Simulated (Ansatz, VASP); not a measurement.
## One calculation of CdSe, two programs

The input INCAR:

```
SYSTEM = CdSe
PREC = Accurate
ENCUT = 520
EDIFF = 1E-6
ISMEAR = -1
SIGMA = 0.03
LREAL = .False.
LASPH = .True.
NELM = 60
ALGO = Normal
ISIF = 2
LWAVE = .False.
LCHARG = .False.
NBANDS = 16
```

The input KPOINTS:

```
Automatic mesh
0
Gamma
  8 8 8
  0 0 0
```

Contents of POSCAR:

```
CdSe
1.0
   -0.0921081360      3.0242171306      3.0242171306
    3.0242171306     -0.0921081360      3.0242171306
    3.0242171306      3.0242171306     -0.0921081360
Cd Se
1 1
Direct
    0.0000000000      0.0000000000      0.0000000000
    0.2500000000      0.2500000000      0.2500000000
```

Input for Ansatz:

```yaml
crystal:
  lattice:
    - [-0.092108136, 3.0242171306, 3.0242171306]
    - [3.0242171306, -0.092108136, 3.0242171306]
    - [3.0242171306, 3.0242171306, -0.092108136]
  atoms:
    - { symbol: Cd, position: [0.0, 0.0, 0.0] }
    - { symbol: Se, position: [0.25, 0.25, 0.25] }
kpoints:
  mp_grid: { grid: [8, 8, 8] }
  band_path:
    path:
      - [0.0, 0.0, 0.0]
      - [0.5, 0.5, 0.5]
      - [0.2579113083, 0.5, 0.7420886917]
      - [-0.2579113083, 0.2579113083, 0.5]
      - [0.0, 0.0, 0.5]
      - [0.0, 0.0, 0.0]
      - [-0.3789556542, 0.0, 0.3789556542]
      - [0.0, 0.3789556542, 0.6210443458]
      - [0.0, 0.5, 0.5]
    npoints: 5
scf:
  occupations: { method: fermi_dirac, width: 0.03 }
hamiltonian:
  xc: lda
  pseudopotentials: { kind: all_electron, lapw: { basis_error: 0.001 } }
output:
  forces: true
  stress: true
  eigenvalues: true
```

Change from the starting cell: equal xy, yz and zx shear strains of -3 %.

Alike in both runs: task single point; functional LDA; k mesh 8 × 8 × 8; occupations fermi-dirac, width 0.03 eV; no spin polarisation.

```csv
,VASP,Ansatz
version,VASP 6.6.1,Ansatz 0.2.0
potentials or method,"VASP PAW LDA potentials, release 64 (Cd, Se)","all-electron LAPW, scalar-relativistic"
plane-wave cutoff (eV),520,see its input
```

```csv
,VASP,Ansatz,Ansatz less VASP
pressure (GPa),-2.7,-3.0,-0.36
largest component of the traceless stress (GPa),1.31,1.26,-0.044
rms of the force components (eV/Å),0.178,0.168,-0.0106
```

Atom by atom the forces differ by 0.011 eV/Å (rms over components). Ansatz ran all-electron here, so the differences hold the error of VASP's frozen core and of both bases.
